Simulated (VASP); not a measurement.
# CdS (Greenockite) (P6_3mc) in VASP: settings compared, part 2 of 2

VASP 6.6.1. The steps go on from the part before.

### 4 Relaxation of cell and atoms, r2SCAN

INCAR

```
SYSTEM = CdS
PREC     = Accurate       ! precision mode
ENCUT    = 600            ! plane-wave cutoff, eV
EDIFF    = 1E-6           ! SCF threshold, eV
ISMEAR   = 0              ! smearing method
SIGMA    = 0.03           ! smearing width, eV
LREAL    = .FALSE.        ! projectors in reciprocal space
LASPH    = .TRUE.         ! aspherical terms in the spheres
NELM     = 80             ! most SCF steps
ALGO     = Normal         ! electronic algorithm
ISIF     = 3              ! what is computed and relaxed
LWAVE    = .FALSE.        ! write WAVECAR
LCHARG   = .FALSE.        ! write CHGCAR
METAGGA  = R2SCAN         ! meta-GGA
LMIXTAU  = .TRUE.       
IBRION   = 2              ! ionic algorithm
NSW      = 90             ! ionic steps
EDIFFG   = -0.01          ! ionic threshold
```

KPOINTS

```
regular mesh
0
G
  9 9 4
  0 0 0
```

POSCAR

```
CdS
1.0
    4.1500000000      0.0000000000      0.0000000000
   -2.0750000000      3.5940054257      0.0000000000
    0.0000000000      0.0000000000      6.7370000000
Cd S
2 2
Direct
    0.3333333333      0.6666666667      0.0000000000
    0.6666666667      0.3333333333      0.5000000000
    0.3333333333      0.6666666667      0.3750000000
    0.6666666667      0.3333333333      0.8750000000
```

Potentials or basis: VASP PAW PBE potentials, release 64 (Cd, S).

Command:

```bash
cat potpaw_PBE.64/Cd/POTCAR potpaw_PBE.64/S/POTCAR > POTCAR
mpirun -np 1 vasp_std > vasp.out
```

OUTCAR:

```text
SYSTEM = CdS
   PREC = Accurate
   ENCUT = 600
   EDIFF = 1E-6
   ISMEAR = 0
   LREAL = .FALSE.
   LASPH = .TRUE.
   NELM = 80
   ISIF = 3
   METAGGA = R2SCAN
   IBRION = 2
   NSW = 90
   EDIFFG = -0.01

 ion  position               nearest neighbor table
   1  0.333  0.667  0.000-   3 2.53   4 2.54   4 2.54   4 2.54
   2  0.667  0.333  0.500-   4 2.53   3 2.54   3 2.54   3 2.54
   3  0.333  0.667  0.375-   1 2.53   2 2.54   2 2.54   2 2.54
   4  0.667  0.333  0.875-   2 2.53   1 2.54   1 2.54   1 2.54

  LATTYP: Found a hexagonal cell.
 ALAT       =     4.1500000000
 C/A-ratio  =     1.6233734940

  Lattice vectors:

 A1 = (   4.1500000000,   0.0000000000,   0.0000000000)
 A2 = (  -2.0750000000,   3.5940054257,   0.0000000000)
 A3 = (   0.0000000000,   0.0000000000,   6.7370000000)

Analysis of symmetry for initial positions (statically):
=====================================================================
 Subroutine PRICEL returns:
 Original cell was already a primitive cell.

[... 182 lines left out ...]
  FORCE on cell =-STRESS in cart. coord.  units (eV):
  Direction    XX          YY          ZZ          XY          YZ          ZX
  --------------------------------------------------------------------------------------
  -------------------------------------------------------------------------------------
  Total        0.4804209      0.4804209      0.8683145      0.0000000     -0.0000000      0.0000000
  in kB        7.6601829      7.6601829     13.8450408      0.0000000     -0.0000000      0.0000000
  external PRESSURE =       9.7218022 kB  Pullay stress =       0.0000000 kB
[... 139 lines left out ...]
--------------------------------------- Ionic step        5  -------------------------------------------

 number of electron      36.0000008 magnetization

 Free energy of the ion-electron system (eV)
  ---------------------------------------------------
  ext. energy  EPLUGINS =         0.00000000
  ---------------------------------------------------
  free energy    TOTEN  =       -59.38274210 eV

  energy without entropy =      -59.38274210  energy(sigma->0) =      -59.38274210

 E-fermi :   0.9936     XC(G=0):  -9.5882

 val. band max:        0.8117397404   @ k =   0.0000   0.0000   0.0000
 cond. band min:       2.4217352250   @ k =   0.0000   0.0000   0.0000
 fundamental gap:      1.6099954846
 Fermi energy:         0.9935668048

 k-point     1 :       0.0000    0.0000    0.0000
  band No.  band energies     occupation
      1     -11.8945      2.00000
      2     -11.4860      2.00000
      3      -7.0416      2.00000
      4      -7.0328      2.00000
      5      -7.0328      2.00000
      6      -6.9469      2.00000
[... 589 lines left out ...]
     21       6.2017      0.00000
     22       8.0371      0.00000

 [... further k-points ...]

------------------------ aborting loop because EDIFF is reached ----------------------------------------

  FORCE on cell =-STRESS in cart. coord.  units (eV):
  Direction    XX          YY          ZZ          XY          YZ          ZX
  --------------------------------------------------------------------------------------
  -------------------------------------------------------------------------------------
  Total        0.0066356      0.0066356     -0.0346089      0.0000000      0.0000000      0.0000000
  in kB        0.1041652      0.1041652     -0.5432880      0.0000000      0.0000000      0.0000000
  external PRESSURE =      -0.1116525 kB  Pullay stress =       0.0000000 kB
[... 19 lines left out ...]
  FREE ENERGIE OF THE ION-ELECTRON SYSTEM (eV)
  ---------------------------------------------------
  free  energy   TOTEN  =       -59.3827420952 eV

  energy  without entropy=      -59.3827420952  energy(sigma->0) =      -59.38274210

 reached required accuracy - stopping structural energy minimisation
```

Run time: 9.1 min. Hardware: 1 thread of Intel Xeon 6975P-C (Granite Rapids), shared host; peak memory 0.33 GiB.

Results:

* Free energy: -59.3827 eV
* Relaxed volume: 25.52 Å³/atom
* Relaxed cell: a = 4.167 Å, b = 4.167 Å, c = 6.789 Å, α = 90.00°, β = 90.00°, γ = 120.00°
* Space group after relaxing (to 0.05 Å): P6_3mc (No. 186)
* Energy gained by relaxing: 1.4 meV/atom
* Ionic steps: 5
* Pressure after relaxing: 0.0 GPa
* Largest force after relaxing: 0.007 eV/Å
* Band gap on the k mesh: 1.61 eV, direct

Forces in eV/Å, atoms in the order of the input:
```
Cd   0.000  0.000 -0.007
Cd   0.000  0.000 -0.007
S    0.000  0.000  0.007
S    0.000  0.000  0.007
```

The path:
| step | energy change (eV) | largest force (eV/Å) | pressure (GPa) | volume (Å³) |
| --- | --- | --- | --- | --- |
| 1 | 0.0000 | 0.0722 | 0.97 | 100.48 |
| 2 | -0.0047 | 0.0016 | -0.40 | 102.72 |
| 3 | -0.0055 | 0.0196 | -0.02 | 102.07 |
| 4 | -0.0055 | 0.0187 | -0.04 | 102.11 |
| 5 | -0.0056 | 0.0074 | -0.01 | 102.06 |

Final structure:
```cif
data_structure
_symmetry_space_group_name_H-M 'P 1'
_symmetry_Int_Tables_number 1
_cell_length_a 4.1665
_cell_length_b 4.1665
_cell_length_c 6.7888
_cell_angle_alpha 90.000
_cell_angle_beta 90.000
_cell_angle_gamma 120.000
_cell_volume 102.06
loop_
_atom_site_label
_atom_site_type_symbol
_atom_site_fract_x
_atom_site_fract_y
_atom_site_fract_z
_atom_site_occupancy
Cd1 Cd 0.33333 0.66667 0.99949 1
Cd2 Cd 0.66667 0.33333 0.49949 1
S1 S 0.33333 0.66667 0.37551 1
S2 S 0.66667 0.33333 0.87551 1
```

Caveat: the PAW data sets were made with another functional, which shifts forces and pressure a little. r2SCAN opens gaps a little over a GGA but as a rule still falls short of measured ones.

### 5 Relaxation of cell and atoms, r2SCAN

This run uses another cell than the first one, of 25.52 Å³/atom, 1.016 times its volume.

Edit INCAR of step 4 so:

```diff
@@ -3,3 +3,3 @@
 ENCUT    = 600            ! plane-wave cutoff, eV
-EDIFF    = 1E-6           ! SCF threshold, eV
+EDIFF    = 1E-7           ! SCF threshold, eV
 ISMEAR   = 0              ! smearing method
@@ -17,2 +17,2 @@
 NSW      = 90             ! ionic steps
-EDIFFG   = -0.01          ! ionic threshold
+EDIFFG   = -0.005         ! ionic threshold
```

KPOINTS is that of step 4.

POSCAR

```
CdS                                     
1.0
    4.1665006472      0.0000000000     -0.0000000000
   -2.0832503236      3.6082954054      0.0000000000
    0.0000000000     -0.0000000000      6.7888197331
  Cd              S             
     2     2
Direct
     0.3333333332999970    0.6666666667000030    0.9994869119133807
     0.6666666667000030    0.3333333332999970    0.4994869119133806
     0.3333333332999970    0.6666666667000030    0.3755130880866194
     0.6666666667000030    0.3333333332999970    0.8755130880866193
```

Command:

```bash
cat potpaw_PBE.64/Cd/POTCAR potpaw_PBE.64/S/POTCAR > POTCAR
mpirun -np 1 vasp_std > vasp.out
```

It took 12 min on 1 thread of Intel Xeon 6975P-C (Granite Rapids), shared host; peak memory 0.34 GiB.

The run converged. Its results:

| Property | Result |
| --- | --- |
| Free energy | -59.3834 eV |
| Energy gained by relaxing | 0.0 meV/atom |
| Ionic steps | 7 |
| Pressure after relaxing | 0.0 GPa |
| Band gap on the k mesh | 1.62 eV, direct |

Final structure:
```
Cd S
1.0
     4.16997    0.00000    0.00000
    -2.08499    3.61130    0.00000
     0.00000    0.00000    6.77692
Cd S
2 2
Direct
  0.33333 0.66667 0.99909
  0.66667 0.33333 0.49909
  0.33333 0.66667 0.37591
  0.66667 0.33333 0.87591
```

Levels at points of the mesh, in eV from the valence-band top:
```tsv
k point	band 14	band 15	band 16	band 17	band 18	band 19	band 20	band 21	band 22
(0.00, 0.00, 0.00)	-0.74	-0.74	-0.04	0.00	0.00	1.62	3.22	6.99	6.99
(0.00, 0.00, 0.50)	-2.40	-0.38	-0.38	-0.38	-0.38	3.25	3.25	6.62	6.62
```

Caveat: the PAW data sets were made with another functional, which shifts forces and pressure a little. r2SCAN opens gaps a little over a GGA but as a rule still falls short of measured ones.
